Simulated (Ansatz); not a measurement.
## Structure types of C compared at 600 GPa

Structure types of C are relaxed in primitive cells with their symmetry kept at 600 GPa, first on PAW files, then by LAPW. The enthalpy is E + pV at zero temperature, without zero-point motion. Only the types listed were tried, and differences under about 5 meV/atom are mesh noise. The real phase may be another.

Level of theory: DFT with PBE, scalar-relativistic, in Ansatz 0.2.0; Fermi–Dirac smearing of 0.08 eV, no spin polarisation. LAPW: all electrons, basis error target 0.5 meV/atom; PAW: frozen-core files, cutoff 420 eV.

k meshes: fcc 29×29×29, bcc 30×30×30, hcp 28×28×15, diamond 22×22×22, beta tin 28×28×28, simple hexagonal 29×29×26.

Question: Which type is lowest in enthalpy, and by how much?

Answer: diamond, 1778 meV/atom below beta tin. The whole table:

```csv
start type,ends as,"a, b, c (Å)",V (Å³/atom),"H − H(lowest), LAPW (meV/atom)","same, PAW"
fcc,"fcc, Fm-3m","2.319, 2.319, 2.319",3.12,4679.5,4684.0
bcc,"bcc, Im-3m","1.850, 1.850, 1.850",3.16,4248.8,4249.0
hcp,"distorted hcp, P6_3/mmc","1.485, 1.485, 3.281",3.13,4057.8,4065.5
diamond,"diamond, Fd-3m","2.987, 2.987, 2.987",3.33,0.0,0.0
beta tin,"beta tin, I4_1/amd","2.745, 2.745, 1.665",3.14,1778.0,1774.8
simple hexagonal,"simple hexagonal, P6/mmm","1.593, 1.593, 1.413",3.11,1929.0,1925.9
```
